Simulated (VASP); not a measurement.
# Si (Fd-3m) in VASP: further runs

One crystal, Si, is run at these levels: LDA; tasks: single point, relaxation of cell and atoms.

All numbers are computed with VASP 6.6.1; they aren't measurements. Logs are shortened: lines on timing, memory, paths and dates and some standing lists are left out, and cuts for length are marked.

**1. The structure**

The structure is cubic, space group Fd-3m (No. 227). The conventional cell has a = 5.401 Å, b = 5.401 Å, c = 5.401 Å, α = 90.00°, β = 90.00°, γ = 90.00°. Si (site symmetry -43m) is surrounded by 4 Si at 2.34 Å.

The cell was built by a generator and needn't be a form met in nature.

**2. Single point, LDA**

Input file INCAR:

```
SYSTEM = Si
PREC = Accurate
ENCUT = 520
EDIFF = 1E-6
ISMEAR = 0
SIGMA = 0.02
LREAL = .FALSE.
LASPH = .TRUE.
NELM = 100
ALGO = Normal
ISIF = 2
LWAVE = .FALSE.
LCHARG = .FALSE.
GGA = CA
NBANDS = 11
```

Input file KPOINTS:

```
regular mesh
0
G
  10 10 10
  0 0 0
```

Input file POSCAR:

```
Si
1.0
    0.0000000000      2.7007329269      2.7007329269
    2.7007329269      0.0000000000      2.7007329269
    2.7007329269      2.7007329269      0.0000000000
Si
2
Direct
    0.0000000000      0.0000000000      0.0000000000
    0.2500000000      0.2500000000      0.2500000000
```

Potentials or basis: VASP PAW LDA potentials, release 64 (Si).

Run with:

```bash
cat potpaw_LDA.64/Si/POTCAR > POTCAR
mpirun -np 1 vasp_std > vasp.out
```

OUTCAR:

```text
SYSTEM = Si
   PREC = Accurate
   ENCUT = 520
   EDIFF = 1E-6
   ISMEAR = 0
   LREAL = .FALSE.
   LASPH = .TRUE.
   NELM = 100
   ISIF = 2
   GGA = CA

 ion  position               nearest neighbor table
   1  0.000  0.000  0.000-   2 2.34   2 2.34   2 2.34   2 2.34
   2  0.250  0.250  0.250-   1 2.34   1 2.34   1 2.34   1 2.34

  LATTYP: Found a face centered cubic cell.
 ALAT       =     5.4014658538

  Lattice vectors:

 A1 = (   0.0000000000,   2.7007329269,   2.7007329269)
 A2 = (   2.7007329269,   0.0000000000,   2.7007329269)
 A3 = (   2.7007329269,   2.7007329269,   0.0000000000)

Analysis of symmetry for initial positions (statically):
=====================================================================
 Subroutine PRICEL returns:
 Original cell was already a primitive cell.

 Routine SETGRP: Setting up the symmetry group for a
 face centered cubic supercell.

 Subroutine GETGRP returns: Found 48 space group operations
 (whereof 24 operations were pure point group operations)
 out of a pool of 48 trial point group operations.

The static configuration has the point symmetry T_d .
 The point group associated with its full space group is O_h .

Analysis of symmetry for dynamics (positions and initial velocities):
=====================================================================
 Subroutine PRICEL returns:
 Original cell was already a primitive cell.

 Routine SETGRP: Setting up the symmetry group for a
 face centered cubic supercell.

 Subroutine GETGRP returns: Found 48 space group operations
 (whereof 24 operations were pure point group operations)
 out of a pool of 48 trial point group operations.

The dynamic configuration has the point symmetry T_d .
 The point group associated with its full space group is O_h .

 Subroutine INISYM returns: Found 48 space group operations
 (whereof 24 operations are pure point group operations),
 and found     1 'primitive' translations

----------------------------------------------------------------------------------------

                                     Primitive cell

  volume of cell :      39.3981

  direct lattice vectors                    reciprocal lattice vectors
     0.000000000  2.700732927  2.700732927    -0.185134929  0.185134929  0.185134929
     2.700732927  0.000000000  2.700732927     0.185134929 -0.185134929  0.185134929
     2.700732927  2.700732927  0.000000000     0.185134929  0.185134929 -0.185134929

  length of vectors
     3.819413134  3.819413134  3.819413134     0.320663104  0.320663104  0.320663104

  position of ions in fractional coordinates (direct lattice)
     0.000000000  0.000000000  0.000000000
     0.250000000  0.250000000  0.250000000

  ion indices of the primitive-cell ions
   primitive index   ion index
                 1           1
                 2           2

----------------------------------------------------------------------------------------

 KPOINTS: regular mesh

Automatic generation of k-mesh.
 Grid dimensions read from file:
 generate k-points for:   10   10   10

 Generating k-lattice:

  Cartesian coordinates                     Fractional coordinates (reciprocal lattice)
    -0.018513493  0.018513493  0.018513493     0.100000000  0.000000000  0.000000000
     0.018513493 -0.018513493  0.018513493     0.000000000  0.100000000  0.000000000
     0.018513493  0.018513493 -0.018513493     0.000000000  0.000000000  0.100000000

  Length of vectors
     0.032066310  0.032066310  0.032066310

  Shift w.r.t. Gamma in fractional coordinates (k-lattice)
     0.000000000  0.000000000  0.000000000

 Subroutine IBZKPT returns following result:
 ===========================================

 Found     47 irreducible k-points:

 Following reciprocal coordinates:
            Coordinates               Weight
  0.000000  0.000000  0.000000      1.000000
  0.100000  0.000000  0.000000      8.000000
  0.200000  0.000000  0.000000      8.000000
  0.300000  0.000000  0.000000      8.000000
  0.400000  0.000000  0.000000      8.000000
  0.500000  0.000000  0.000000      4.000000
[... 16 lines left out ...]
  0.300000  0.300000  0.000000      6.000000
  0.400000  0.300000  0.000000     24.000000
 [... further k-points ...]
   k-points           NKPTS =     47   k-points in BZ     NKDIM =     47   number of bands    NBANDS=     11
   number of dos      NEDOS =    301   number of ions     NIONS =      2
   total plane-waves  NPLWV =  21952
   dimension x,y,z NGX =    28 NGY =   28 NGZ =   28
   dimension x,y,z NGXF=    56 NGYF=   56 NGZF=   56
   ions per type =               2
   NGX,Y,Z   is equivalent  to a cutoff of  12.19, 12.19, 12.19 a.u.
   NGXF,Y,Z  is equivalent  to a cutoff of  24.37, 24.37, 24.37 a.u.
 SYSTEM =  Si
   PREC   = accura    normal or accurate (medium, high low for compatibility)
   ISTART =      0    job   : 0-new  1-cont  2-samecut
   ICHARG =      2    charge: 1-file 2-atom 10-const
   ISPIN  =      1    spin polarized calculation?
   LNONCOLLINEAR =      F non collinear calculations
   LSORBIT =      F    spin-orbit coupling
   LASPH  =      T    aspherical Exc in radial PAW
   ENCUT  =  520.0 eV  38.22 Ry    6.18 a.u.   7.10  7.10  7.10*2*pi/ulx,y,z
   NELM   =    100;   NELMIN=  2; NELMDL= -5     # of ELM steps
   EDIFF  = 0.1E-05   stopping-criterion for ELM
   LREAL  =      F    real-space projection
   EDIFFG = 0.1E-04   stopping-criterion for IOM
   NSW    =      0    number of steps for IOM
   IBRION =     -1    ionic relax: 0-MD 1-quasi-New 2-CG
   NFREE  =      0    steps in history (QN), initial steepest desc. (CG)
   ISIF   =      2    stress and relaxation
   ISYM   =      2    0-nonsym 1-usesym 2-fastsym
   POTIM  = 0.5000    time-step for ionic-motion
   TEBEG  =    0.0;   TEEND  =   0.0 temperature during run
   PSTRESS=    0.0 pullay stress
   NELECT =       8.0000    total number of electrons
   NUPDOWN=      -1.0000    fix difference up-down
   EMIN   =  10.00;   EMAX   =-10.00  energy-range for DOS
   EFERMI =   0.00;   METHOD = LEGACY
   ISMEAR =     0;   SIGMA  =   0.02  broadening in eV -4-tet -1-fermi 0-gaus
   EFERMI_NEDOS =   21; number of points for ismear=-14 and -15
   IALGO  =     38    algorithm
   IMIX   =      4    mixing-type and parameters
     AMIX     =   0.40;   BMIX     =  1.00
     AMIX_MAG =   1.60;   BMIX_MAG =  1.00
  volume/ion in A,a.u.               =      19.70       132.94
  Fermi-wavevector in a.u.,A,eV,Ry     =   0.962232  1.818355 12.597507  0.925891
  Thomas-Fermi vector in A             =   2.091673
   LORBIT       =      0    0 simple, 1 ext, 2 COOP (PROOUT), +10 PAW based schemes
   GGA     = CA    functional components
   LHFCALC =     F    Hartree Fock is set to
   AEXX    =    0.0000 exact exchange contribution
   IVDW    =     0    specifies the selected vdW correction
   LEPSILON=     F    determine dielectric tensor
   LRPA    =     F    only Hartree local field effects (RPA)
 non-spin polarized calculation
 Gauss-broadening in eV      SIGMA  =   0.02
  energy-cutoff  :      520.00
  volume of cell :       39.40
 maximum number of plane-waves:      1073
   NGX = 15   NGY = 15   NGZ = 15

 number of electron       8.0000001 magnetization

 Free energy of the ion-electron system (eV)
  ---------------------------------------------------
  ext. energy  EPLUGINS =         0.00000000
  ---------------------------------------------------
  free energy    TOTEN  =       -11.91907655 eV

  energy without entropy =      -11.91907655  energy(sigma->0) =      -11.91907655

 E-fermi :   6.0985     XC(G=0):  -9.6666

 val. band max:        5.9362293415   @ k =   0.0000   0.0000   0.0000
 cond. band min:       6.3883489058   @ k =   0.4000   0.4000   0.0000
 fundamental gap:      0.4521195642
 Fermi energy:         6.0985319501

 k-point     1 :       0.0000    0.0000    0.0000
  band No.  band energies     occupation
      1      -6.1322      2.00000
      2       5.9362      2.00000
      3       5.9362      2.00000
      4       5.9362      2.00000
      5       8.4672      0.00000
      6       8.4672      0.00000
      7       8.4672      0.00000
      8       9.3316      0.00000
      9      13.6723      0.00000
     10      13.6723      0.00000
     11      13.6828      0.00000

 k-point     2 :       0.1000    0.0000    0.0000
  band No.  band energies     occupation
      1      -5.9994      2.00000
      2       4.7774      2.00000
      3       5.7339      2.00000
      4       5.7339      2.00000
      5       8.4792      0.00000
      6       8.7642      0.00000
      7       8.7642      0.00000
      8      10.2440      0.00000
      9      13.2935      0.00000
     10      13.2935      0.00000
     11      14.2400      0.00000

 k-point     3 :       0.2000    0.0000    0.0000
  band No.  band energies     occupation
      1      -5.6072      2.00000
      2       2.8933      2.00000
      3       5.3485      2.00000
      4       5.3485      2.00000
      5       8.1164      0.00000
      6       9.2744      0.00000
      7       9.2744      0.00000
      8      11.9857      0.00000
      9      12.9602      0.00000
     10      12.9602      0.00000
     11      14.9181      0.00000

 k-point     4 :       0.3000    0.0000    0.0000
  band No.  band energies     occupation
      1      -4.9816      2.00000
      2       1.0846      2.00000
      3       5.0115      2.00000
      4       5.0115      2.00000
      5       7.7486      0.00000
      6       9.4327      0.00000
      7       9.4327      0.00000
      8      13.5011      0.00000
      9      13.5109      0.00000
     10      13.5109      0.00000
     11      14.7187      0.00000

 k-point     5 :       0.4000    0.0000    0.0000
  band No.  band energies     occupation
      1      -4.2187      2.00000
      2      -0.4151      2.00000
      3       4.7987      2.00000
      4       4.7987      2.00000
      5       7.5065      0.00000
      6       9.3019      0.00000
      7       9.3019      0.00000
      8      13.5987      0.00000
      9      14.9177      0.00000
     10      14.9177      0.00000
     11      15.9795      0.00000
[... 211 lines left out ...]
 k-point    21 :      -0.3000    0.2000    0.0000
  band No.  band energies     occupation
      1      -4.0314      2.00000
      2       0.1733      2.00000
      3       2.4087      2.00000
      4       4.6040      2.00000
      5       8.3224      0.00000
      6      10.4406      0.00000
      7      10.4959      0.00000
      8      12.6110      0.00000
      9      12.7193      0.00000
     10      15.4520      0.00000
     11      17.7908      0.00000

 k-point    22 :      -0.2000    0.2000    0.0000
  band No.  band energies     occupation
      1      -4.7627      2.00000
      2       1.4326      2.00000
      3       2.8633      2.00000
      4       5.0832      2.00000
      5       8.7880      0.00000
      6       9.9075      0.00000
      7      10.1947      0.00000
      8      11.6289      0.00000
      9      11.9998      0.00000
     10      16.5630      0.00000
     11      16.7535      0.00000

 k-point    23 :       0.3000    0.3000    0.0000
  band No.  band energies     occupation
      1      -4.5609      2.00000
      2       1.5094      2.00000
      3       3.6703      2.00000
      4       3.6703      2.00000
      5       6.6852      0.00000
      6       8.2324      0.00000
      7      12.5872      0.00000
      8      12.5872      0.00000
      9      15.0891      0.00000
     10      15.4269      0.00000
     11      18.2800      0.00000

 k-point    24 :       0.4000    0.3000    0.0000
  band No.  band energies     occupation
      1      -3.9387      2.00000
      2       0.4936      2.00000
      3       3.0212      2.00000
      4       3.4637      2.00000
      5       6.8734      0.00000
      6       8.0678      0.00000
      7      12.8874      0.00000
      8      13.0022      0.00000
      9      16.4427      0.00000
     10      16.7302      0.00000
     11      18.0366      0.00000

 [... further k-points ...]

------------------------ aborting loop because EDIFF is reached ----------------------------------------

  FORCE on cell =-STRESS in cart. coord.  units (eV):
  Direction    XX          YY          ZZ          XY          YZ          ZX
  --------------------------------------------------------------------------------------
  -------------------------------------------------------------------------------------
  Total        0.0180506      0.0180506      0.0180506      0.0000000      0.0000000      0.0000000
  in kB        0.7340519      0.7340519      0.7340519      0.0000000      0.0000000      0.0000000
  external PRESSURE =       0.7340519 kB  Pullay stress =       0.0000000 kB

 VOLUME and BASIS-vectors are now :
 -----------------------------------------------------------------------------
  energy-cutoff  :      520.00
  volume of cell :       39.40
      direct lattice vectors                 reciprocal lattice vectors
     0.000000000  2.700732927  2.700732927    -0.185134929  0.185134929  0.185134929
     2.700732927  0.000000000  2.700732927     0.185134929 -0.185134929  0.185134929
     2.700732927  2.700732927  0.000000000     0.185134929  0.185134929 -0.185134929

 POSITION                                       TOTAL-FORCE (eV/Angst)
 -----------------------------------------------------------------------------------
      0.00000      0.00000      0.00000        -0.000000     -0.000000     -0.000000
      1.35037      1.35037      1.35037         0.000000      0.000000      0.000000
 -----------------------------------------------------------------------------------
    total drift:                                0.000000      0.000000     -0.000000

  FREE ENERGIE OF THE ION-ELECTRON SYSTEM (eV)
  ---------------------------------------------------
  free  energy   TOTEN  =       -11.9190765548 eV

  energy  without entropy=      -11.9190765548  energy(sigma->0) =      -11.91907655
```

Wall time 12 s (1 thread of Intel Xeon 6975P-C (Granite Rapids), shared host); peak memory 0.14 GiB.

Results:

| Quantity | Value |
| --- | --- |
| Free energy | -11.9191 eV |
| Pressure | 0.1 GPa |
| Band gap on the k mesh | 0.45 eV, indirect (least direct gap 2.53 eV) |

Levels at points of the mesh, in eV from the valence-band top:
| k point | band 1 | band 2 | band 3 | band 4 | band 5 | band 6 | band 7 | band 8 |
| --- | --- | --- | --- | --- | --- | --- | --- | --- |
| (0.00, 0.00, 0.00) | -12.07 | 0.00 | 0.00 | 0.00 | 2.53 | 2.53 | 2.53 | 3.40 |
| (0.50, 0.00, 0.00) | -9.69 | -7.07 | -1.21 | -1.21 | 1.49 | 3.29 | 3.29 | 7.54 |
| (0.50, 0.50, 0.00) | -7.87 | -7.87 | -2.90 | -2.90 | 0.57 | 0.57 | 10.12 | 10.12 |

A k mesh can miss the band edges. LDA gaps usually lie below the measured ones, often by a third to a half.

**3. Relaxation of cell and atoms, LDA**

This run uses another cell than the first one, of 20.12 Å³/atom, 1.022 times its volume.

Input file INCAR:

```
PREC = Accurate
ENCUT = 600
EDIFF = 1E-6
ISMEAR = 0
SIGMA = 0.02
LREAL = F
LASPH = T
NELM = 100
ALGO = Normal
ISIF = 3
LWAVE = F
LCHARG = F
IBRION = 2
NSW = 100
EDIFFG = -0.002
```

Input file KPOINTS:

```
Automatic mesh
0
Gamma
  10 10 10
```

Input file POSCAR:

```
Si
1.0
    0.0000000000      2.7200000000      2.7200000000
    2.7200000000      0.0000000000      2.7200000000
    2.7200000000      2.7200000000      0.0000000000
Si
2
Direct
    0.0000000000      0.0000000000      0.0000000000
    0.2500000000      0.2500000000      0.2500000000
```

Potentials or basis: VASP PAW LDA potentials, release 64 (Si).

Run with:

```bash
cat potpaw_LDA.64/Si/POTCAR > POTCAR
mpirun -np 1 vasp_std > vasp.out
```

It took 21 s on 1 thread of Intel Xeon 6975P-C (Granite Rapids), shared host; peak memory 0.16 GiB.

Results (log left out):

```
Free energy                            : -11.9193 eV
Relaxed volume                         : 19.72 Å³/atom
Relaxed cell                           : a = 3.821 Å, b = 3.821 Å, c = 3.821 Å, α = 60.00°, β = 60.00°, γ = 60.00°
Space group after relaxing (to 0.05 Å) : Fd-3m (No. 227)
Energy gained by relaxing              : 2.5 meV/atom
Ionic steps                            : 3
Pressure after relaxing                : 0.0 GPa
Band gap on the k mesh                 : 0.45 eV, indirect (least direct gap 2.53 eV)
```

Step by step:
```csv
step,energy change (eV),largest force (eV/Å),pressure (GPa),volume (Å³)
1,0.0000,0.0000,-1.90,40.25
2,-0.0025,0.0000,1.41,38.88
3,-0.0049,0.0000,0.00,39.43
```

Final structure:
```cif
data_structure
_symmetry_space_group_name_H-M 'P 1'
_symmetry_Int_Tables_number 1
_cell_length_a 3.8205
_cell_length_b 3.8205
_cell_length_c 3.8205
_cell_angle_alpha 60.000
_cell_angle_beta 60.000
_cell_angle_gamma 60.000
_cell_volume 39.43
loop_
_atom_site_label
_atom_site_type_symbol
_atom_site_fract_x
_atom_site_fract_y
_atom_site_fract_z
_atom_site_occupancy
Si1 Si 0.00000 0.00000 0.00000 1
Si2 Si 0.25000 0.25000 0.25000 1
```

Levels at points of the mesh, in eV from the valence-band top:
```
           k point  band 2  band 3  band 4  band 5  band 6  band 7
(0.00, 0.00, 0.00)    0.00    0.00    0.00    2.53    2.53    2.53
(0.50, 0.00, 0.00)   -7.06   -1.21   -1.21    1.48    3.29    3.29
(0.50, 0.50, 0.00)   -7.86   -2.89   -2.89    0.58    0.58   10.11
```

A k mesh can miss the band edges. As with any semilocal functional, this LDA gap is likely too small.

**4. Single point, LDA**

Input file INCAR:

```
SYSTEM = Si
PREC = Accurate
ENCUT = 520
EDIFF = 1E-6
ISMEAR = 0
SIGMA = 0.02
LREAL = .False.
LASPH = .True.
NELM = 100
ALGO = Normal
ISIF = 2
LWAVE = .False.
LCHARG = .False.
NBANDS = 11
```

Input file KPOINTS:

```
Automatic mesh
0
Gamma
  12 12 12
  0 0 0
```

Input file POSCAR:

```
Si
1.0
    0.0000000000      2.7007329269      2.7007329269
    2.7007329269      0.0000000000      2.7007329269
    2.7007329269      2.7007329269      0.0000000000
Si
2
Direct
    0.0000000000      0.0000000000      0.0000000000
    0.2500000000      0.2500000000      0.2500000000
```

Run with:

```bash
cat potpaw_LDA.64/Si/POTCAR > POTCAR
mpirun -np 1 vasp_std > vasp.out
```

Run time: 16 s. Hardware: 1 thread of Intel Xeon 6975P-C (Granite Rapids), shared host; peak memory 0.15 GiB.

It converged, with:

```yaml
Free_energy: -11.9197 eV
Pressure: 0.1 GPa
Band_gap_on_the_k_mesh: 0.44 eV, indirect (least direct gap 2.53 eV)
```

Levels at points of the mesh, in eV from the valence-band top:
| k point | band 1 | band 2 | band 3 | band 4 | band 5 | band 6 | band 7 | band 8 |
| --- | --- | --- | --- | --- | --- | --- | --- | --- |
| (0.00, 0.00, 0.00) | -12.07 | 0.00 | 0.00 | 0.00 | 2.53 | 2.53 | 2.53 | 3.40 |
| (0.50, 0.00, 0.00) | -9.69 | -7.07 | -1.21 | -1.21 | 1.49 | 3.29 | 3.29 | 7.54 |
| (0.50, 0.50, 0.00) | -7.87 | -7.87 | -2.90 | -2.90 | 0.57 | 0.57 | 10.12 | 10.12 |

A k mesh can miss the band edges.

**5. The runs side by side**

| task | cell | k mesh | cutoff (eV) | gap on the mesh (eV) | pressure (GPa) |
| --- | --- | --- | --- | --- | --- |
| single point | Fd-3m, 19.7 Å³/atom | 10 × 10 × 10 | 520 | 0.45 | 0.1 |
| relaxation of cell and atoms | relaxed | 10 × 10 × 10 | 600 | 0.45 | 0.0 |
| single point | Fd-3m, 19.7 Å³/atom | 12 × 12 × 12 | 520 | 0.44 | 0.1 |

Alike in all rows: level LDA; potentials or basis VASP PAW LDA potentials, release 64 (Si); no spin polarisation; smearing gaussian 0.02 eV.

Total energies depend on the potentials used, so only differences within one code and one set of settings carry meaning.
